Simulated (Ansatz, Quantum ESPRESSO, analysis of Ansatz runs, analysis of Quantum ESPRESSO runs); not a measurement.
# Reproducing a measured charge-transition level: substitutional P in diamond (Quantum ESPRESSO), part 4 of 4

How near does this set-up come to the measured charge-transition level? Subject: substitutional P in diamond. Set-up: PBE, GBRV 1.5 PBE, 64-site cell, measured lattice, k: the zone centre alone then 2x2x2 shifted, start relaxed with Ansatz. The model is a cell of 64 host atoms with 1 C taken out and 1 P put in. The level is the Fermi energy at which two charge states have equal formation energy, after a correction for the images of the charge. The measured lattice removes the functional's error in the volume.

Quantum ESPRESSO 7.5; PBE, GBRV 1.5 PBE, 64-site cell, measured lattice, k: the zone centre alone then 2x2x2 shifted, start relaxed with Ansatz.

So far: The starting structure; Relaxation, charge +1; Single point, charge +1; Relaxation, charge 0.

### 5. Single point, charge 0

This step: Quantum ESPRESSO plane-wave DFT, PBE, GBRV 1.5 PBE potentials; single point of a defect supercell.

pw.in reads:

```
&CONTROL
  calculation = 'scf'
  prefix = 'pwscf'
  outdir = './tmp'
  pseudo_dir = './pseudo'
  tprnfor = .true.
  disk_io = 'low'
/
&SYSTEM
  ibrav = 0
  nat = 64
  ntyp = 2
  ecutwfc = 45
  ecutrho = 360
  nbnd = 133
  occupations = 'smearing'
  smearing = 'fd'
  degauss = 0.00073499
  nspin = 2
  starting_magnetization(1) = 0.125
  starting_magnetization(2) = 0.1
  tot_magnetization = 1
  nosym = .true.
/
&ELECTRONS
  conv_thr = 6d-08
  electron_maxstep = 100
  mixing_beta = 0.3
/
ATOMIC_SPECIES
C     12.0110 c_pbe_v1.2.uspp.F.UPF
P     30.9738 p_pbe_v1.5.uspp.F.UPF
CELL_PARAMETERS angstrom
   7.1334800000    0.0000000000    0.0000000000
   0.0000000000    7.1334800000    0.0000000000
   0.0000000000    0.0000000000    7.1334800000
ATOMIC_POSITIONS crystal
C     -0.0015285918   -0.0015557963    0.2498421744
C     -0.0015371124    0.2505156068   -0.0022284777
[... 1 atom line left out ...]
C      0.2361664696    0.2378921455    0.2371785791
C      0.1203370635    0.1217210712    0.3735348807
[... 1 atom line left out ...]
C      0.3744765954    0.1223188781    0.1216484715
P      0.3807042992    0.3700320726    0.3693938327
[... 5 atom lines left out ...]
C      0.1223253616    0.3761152258    0.6277564789
[... 6 atom lines left out ...]
C      0.1223295988    0.6284139182    0.3754498082
[... 5 atom lines left out ...]
C      0.2393911344    0.5113333008    0.5107002667
[... 3 atom lines left out ...]
C      0.3746250924    0.6284151943    0.6277499759
[... 5 atom lines left out ...]
C      0.6284230699    0.1223190748    0.3755961067
C      0.6284324756    0.3762620177    0.1216433598
[... 3 atom lines left out ...]
C      0.5128844156    0.2378796547    0.5139214110
[... 6 atom lines left out ...]
C      0.5128630486    0.5145372580    0.2371845268
[... 14 atom lines left out ...]
C      0.8754279036    0.8753206961    0.8746438898
K_POINTS automatic
2 2 2 1 1 1
```

pp_potential.in reads:

```
&INPUTPP
  prefix = 'pwscf'
  outdir = './tmp'
  filplot = 'potential.dat'
  plot_num = 11
/
&PLOT
  nfile = 1
  filepp(1) = 'potential.dat'
  iflag = 3
  output_format = 6
  fileout = 'potential.cube'
/
```

Command:

```
> OMP_NUM_THREADS=1 mpirun -n 4 pw.x -nk 2 -in pw.in > pw.out
> OMP_NUM_THREADS=1 mpirun -n 4 pp.x -in pp_potential.in > pp_potential.out
```

Log:

```text
[banner, memory and clock lines left out]
          URL

     bravais-lattice index     =            0
     lattice parameter (alat)  =      13.4803  a.u.
     unit-cell volume          =    2449.6326 (a.u.)^3
     number of atoms/cell      =           64
     number of atomic types    =            2
     number of electrons       =       257.00 (up: 129.00, down: 128.00)
     number of Kohn-Sham states=          133
     kinetic-energy cutoff     =      45.0000  Ry
     charge density cutoff     =     360.0000  Ry
     scf convergence threshold =      6.0E-08
     mixing beta               =       0.3000
     number of iterations used =            8  plain     mixing
     Exchange-correlation=  SLA  PW   PBX  PBC
                           (   1   4   3   4   0   0   0)

     celldm(1)=  13.480324  celldm(2)=   0.000000  celldm(3)=   0.000000
     celldm(4)=   0.000000  celldm(5)=   0.000000  celldm(6)=   0.000000

     crystal axes: (cart. coord. in units of alat)
               a(1) = (   1.000000   0.000000   0.000000 )
               a(2) = (   0.000000   1.000000   0.000000 )
               a(3) = (   0.000000   0.000000   1.000000 )

     reciprocal axes: (cart. coord. in units 2 pi/alat)
               b(1) = (  1.000000  0.000000  0.000000 )
               b(2) = (  0.000000  1.000000  0.000000 )
               b(3) = (  0.000000  0.000000  1.000000 )

     PseudoPot. # 1 for C  read from file:
     c_pbe_v1.2.uspp.F.UPF
     Pseudo is Ultrasoft + core correction, Zval =  4.0
     Generated by new atomic code, or converted to UPF format
     Using radial grid of  721 points,  4 beta functions with:
                l(1) =   0
                l(2) =   0
                l(3) =   1
                l(4) =   1
     Q(r) pseudized with  8 coefficients,  rinner =    1.100   1.100   1.100

     PseudoPot. # 2 for P  read from file:
     p_pbe_v1.5.uspp.F.UPF
     Pseudo is Ultrasoft + core correction, Zval =  5.0
     Generated by new atomic code, or converted to UPF format
     Using radial grid of  903 points,  6 beta functions with:
                l(1) =   0
                l(2) =   0
                l(3) =   1
                l(4) =   1
                l(5) =   2
                l(6) =   2
     Q(r) pseudized with  8 coefficients,  rinner =    1.300   1.300   1.300
                                                       1.300   1.300

     atomic species   valence    mass     pseudopotential
     C                 4.00    12.01100     C ( 1.00)
     P                 5.00    30.97380     P ( 1.00)

     Starting magnetic structure
     atomic species   magnetization
     C               0.125
     P               0.100

     No symmetry found

   Cartesian axes

     site n.     atom                  positions (alat units)
         1        C      tau(   1) = (  -0.0015286  -0.0015558   0.2498422  )
         2        C      tau(   2) = (  -0.0015371   0.2505156  -0.0022285  )
         3        C      tau(   3) = (   0.2503611  -0.0025616  -0.0032310  )
         4        C      tau(   4) = (   0.2361665   0.2378921   0.2371786  )
         5        C      tau(   5) = (   0.1203371   0.1217211   0.3735349  )
         6        C      tau(   6) = (   0.1203229   0.3742160   0.1210454  )
         7        C      tau(   7) = (   0.3744766   0.1223189   0.1216485  )
         8        P      tau(   8) = (   0.3807043   0.3700321   0.3693938  )
         9        C      tau(   9) = (   0.0006319   0.0004372   0.7494436  )
        10        C      tau(  10) = (  -0.0004869   0.2502526   0.4990339  )
        11        C      tau(  11) = (   0.2505960  -0.0007891   0.4994771  )
[...]
60        C      tau(  60) = (   0.7503126   0.7501117   0.7494407  )
        61        C      tau(  61) = (   0.6261403   0.6253759   0.8740301  )
        62        C      tau(  62) = (   0.6261406   0.8746959   0.6246951  )
        63        C      tau(  63) = (   0.8757156   0.6252310   0.6245596  )
        64        C      tau(  64) = (   0.8754279   0.8753207   0.8746439  )

     number of k points=     4  Fermi-Dirac smearing, width (Ry)=  0.0007
                       cart. coord. in units 2pi/alat
        k(    1) = (   0.2500000   0.2500000   0.2500000), wk =   0.2500000
        k(    2) = (   0.2500000   0.2500000  -0.2500000), wk =   0.2500000
        k(    3) = (   0.2500000  -0.2500000   0.2500000), wk =   0.2500000
        k(    4) = (   0.2500000  -0.2500000  -0.2500000), wk =   0.2500000

     Dense  grid:   282545 G-vectors     FFT dimensions: (  81,  81,  81)

     Smooth grid:    99873 G-vectors     FFT dimensions: (  60,  60,  60)

     Generating pointlists ...
     new r_m :   0.0878 (alat units)  1.1841 (a.u.) for type    1
     new r_m :   0.0975 (alat units)  1.3138 (a.u.) for type    2

     Initial potential from superposition of free atoms

     starting charge     256.9973, renormalised to     257.0000
     Starting wfcs are  256 randomized atomic wfcs

     Self-consistent Calculation

     iteration #  1     ecut=    45.00 Ry     beta= 0.30
     Davidson diagonalization with overlap
     ethr =  1.00E-02,  avg # of iterations =  2.0

     total energy              =    -738.44944664 Ry
     estimated scf accuracy    <       4.16603828 Ry

[...]
total energy              =    -738.28675919 Ry
     estimated scf accuracy    <       0.00001273 Ry

     total magnetization       =     1.00 Bohr mag/cell
     absolute magnetization    =     1.03 Bohr mag/cell

     iteration # 11     ecut=    45.00 Ry     beta= 0.30
     Davidson diagonalization with overlap
     ethr =  3.81E-09,  avg # of iterations =  4.5

     total energy              =    -738.28676196 Ry
     estimated scf accuracy    <       0.00000048 Ry

     total magnetization       =     1.00 Bohr mag/cell
     absolute magnetization    =     1.03 Bohr mag/cell

     iteration # 12     ecut=    45.00 Ry     beta= 0.30
     Davidson diagonalization with overlap
     ethr =  1.89E-10,  avg # of iterations =  6.5

     total energy              =    -738.28676236 Ry
     estimated scf accuracy    <       0.00000061 Ry

     total magnetization       =     1.00 Bohr mag/cell
     absolute magnetization    =     1.03 Bohr mag/cell

     iteration # 13     ecut=    45.00 Ry     beta= 0.30
     Davidson diagonalization with overlap
     ethr =  1.89E-10,  avg # of iterations =  3.5

     Magnetic moment per site  (integrated on atomic sphere of radius R)
     atom   1 (R=0.088)  charge=  1.9513  magn=  0.0026
     atom   2 (R=0.088)  charge=  1.9511  magn=  0.0027
     atom   3 (R=0.088)  charge=  1.9523  magn=  0.0141
     atom   4 (R=0.088)  charge=  2.0151  magn=  0.0046
     atom   5 (R=0.088)  charge=  1.9472  magn=  0.0055
     atom   6 (R=0.088)  charge=  1.9469  magn=  0.0056
     atom   7 (R=0.088)  charge=  1.9391  magn=  0.0076
     atom   8 (R=0.097)  charge=  1.3018  magn=  0.0553
     atom   9 (R=0.088)  charge=  1.9406  magn=  0.0006
     atom  10 (R=0.088)  charge=  1.9373  magn=  0.0009
[...]
atom  60 (R=0.088)  charge=  1.9405  magn=  0.0006
     atom  61 (R=0.088)  charge=  1.9379  magn=  0.0017
     atom  62 (R=0.088)  charge=  1.9382  magn=  0.0017
     atom  63 (R=0.088)  charge=  1.9389  magn=  0.0018
     atom  64 (R=0.088)  charge=  1.9349  magn=  0.0008

     End of self-consistent calculation

 ------ SPIN UP ------------

          k = 0.2500 0.2500 0.2500 ( 12479 PWs)   bands (ev):

    -7.5303  -6.3962  -6.3823  -6.3722  -5.2611  -5.2581  -5.2449  -4.2102
    -4.1468  -4.1413  -4.0815  -3.1586  -3.1328  -3.0682  -3.0367  -3.0344
    -3.0157  -2.2293  -2.2182  -2.1936  -1.2303  -1.2279  -1.1910  -0.9381
    -0.9143  -0.8668  -0.2495  -0.2248  -0.1662  -0.1472  -0.1270  -0.0552
     0.9615   0.9778   0.9811   1.9285   1.9374   1.9557   2.3109   2.3334
     2.3751   2.4021   2.4110   2.4655   2.8394   2.8649   2.8880   2.9725
     3.6427   3.6646   3.6826   3.7060   3.7231   3.8156   5.0461   5.0738
     5.0866   5.1398   5.1493   5.1903   5.6853   5.7152   5.7918   5.8255
     5.8359   5.8643   6.0280   6.0445   6.0608   6.1882   6.2088   6.2560
     7.1068   7.1183   7.1321   7.1832   7.2064   7.2468   7.2519   7.2713
[...]
17.9230  18.2362  18.2448  18.6340  18.6372

          k = 0.2500 0.2500-0.2500 ( 12479 PWs)   bands (ev):

[...]
17.9228  18.2361  18.2449  18.6343  18.6371

          k = 0.2500-0.2500 0.2500 ( 12479 PWs)   bands (ev):

[...]
17.9233  18.2366  18.2447  18.6339  18.6372

          k = 0.2500-0.2500-0.2500 ( 12479 PWs)   bands (ev):

[...]
17.9201  18.1616  18.1623  18.6523  18.6527

 ------ SPIN DOWN ----------

          k = 0.2500 0.2500 0.2500 ( 12479 PWs)   bands (ev):

[...]
18.2432  18.2905  18.3050  18.6678  18.6816

          k = 0.2500 0.2500-0.2500 ( 12479 PWs)   bands (ev):

[...]
18.2429  18.2908  18.3049  18.6677  18.6817

          k = 0.2500-0.2500 0.2500 ( 12479 PWs)   bands (ev):

[...]
18.2435  18.2903  18.3053  18.6678  18.6815

          k = 0.2500-0.2500-0.2500 ( 12479 PWs)   bands (ev):

[...]
8.2943   8.4197   8.4981   8.4983   8.5514   8.6889   8.7662   8.7664
     9.1317   9.1319   9.3283   9.3581   9.3757   9.3759   9.4378   9.4379
     9.4658   9.4670   9.4671   9.4904   9.5656   9.5657   9.9154  10.0493
    10.1045  10.1047  10.7006  10.7732  10.7733  11.0961  11.0961  11.2139
    11.5435  11.5436  11.6967  11.7293  11.8326  11.8329  12.9700  12.9701
    18.2143  18.2151  18.3271  18.6804  18.6807

     the spin up/dw Fermi energies are    18.0456   15.4802 ev

!    total energy              =    -738.28676257 Ry
     estimated scf accuracy    <       0.00000002 Ry
     smearing contrib. (-TS)   =      -0.00000008 Ry
     internal energy E=F+TS    =    -738.28676249 Ry

     The total energy is F=E-TS. E is the sum of the following terms:
     one-electron contribution =     263.75740895 Ry
     hartree contribution      =      62.17183280 Ry
     xc contribution           =    -239.19357965 Ry
     ewald contribution        =    -825.02242458 Ry

     total magnetization       =     1.00 Bohr mag/cell
     absolute magnetization    =     1.03 Bohr mag/cell

     convergence has been achieved in  13 iterations

     Forces acting on atoms (cartesian axes, Ry/au):

     atom    1 type  1   force =    -0.00044159   -0.00283864   -0.00385267
     atom    2 type  1   force =    -0.00039768   -0.00389059   -0.00283671
     atom    3 type  1   force =    -0.00310681    0.00212419    0.00211266
     atom    4 type  1   force =    -0.00913884   -0.00356771   -0.00324756
     atom    5 type  1   force =     0.00329269   -0.00039245   -0.00088516
     atom    6 type  1   force =     0.00336827   -0.00079377   -0.00047723
     atom    7 type  1   force =    -0.00125832   -0.00076165   -0.00087827
     atom    8 type  2   force =    -0.00389119    0.00390351    0.00357622
     atom    9 type  1   force =     0.00105209   -0.00183113   -0.00108747
     atom   10 type  1   force =     0.00230547   -0.00061014    0.00483612
[...]
atom   60 type  1   force =     0.00180082   -0.00101970   -0.00103687
     atom   61 type  1   force =    -0.00177068    0.00151941    0.00073481
     atom   62 type  1   force =    -0.00177283    0.00071012    0.00157273
     atom   63 type  1   force =    -0.00301618    0.00094153    0.00097361
     atom   64 type  1   force =    -0.00065196    0.00061964    0.00066094

     Total force =     0.039993     Total SCF correction =     0.000173
```

Run time: 3.9 min. Hardware: 4 MPI ranks of Arm Neoverse V1, shared host; peak memory 1.7 GiB.

Read from the output:

| Property | Result |
| --- | --- |
| total moment | 1.0000 μB |
| integral of the absolute spin density | 1.035 μB |

### 6. Charge-transition levels

Analysis of the runs above: levels from Quantum ESPRESSO plane-wave DFT, PBE, GBRV 1.5 PBE potentials energies with an image-charge correction aligned at atomic sites (own code after Kumagai and Oba).

It gives:

```yaml
gap: 4.151 eV
```

### 7. Results

| Item | Value |
| --- | --- |
| static dielectric constant used | 5.9 |
| band gap of the host | 4.15 eV |
| (plus 1/0) level below the conduction-band bottom | 0.07 eV |

What this shows: (+1/0) level below the conduction-band bottom: computed 0.07 eV, measured 0.6 eV and 0.62 eV; 0.53 eV shallower than the nearest measurement. The level is counted in a gap of 4.15 eV, and the correction is screened by a dielectric constant of 5.9 from a linear-response run on the host (PBEsol). The bound state has a long tail, so in cells of 64 to 216 sites the impurity band still disperses by tenths of an eV and the level moves with cell and k-points. Levels hang on the band edges, which semilocal functionals place too close together. Limits: the periodic copies of the defect are only 7.1 Å apart.

[Logs are printed without paths, hosts, clocks, repeated set-up lines and the standing remarks that a program may print on its own settings, such as how far it seeks lower states.]

[Hosts, paths, dates, database ids (printed as entryN), source tags and the programs' standing remarks are cut or masked in the printed files.]

[For some hosts the program warned that the k-mesh of the response run may be too coarse for force constants and the static dielectric constant; such warnings are not shown here.]
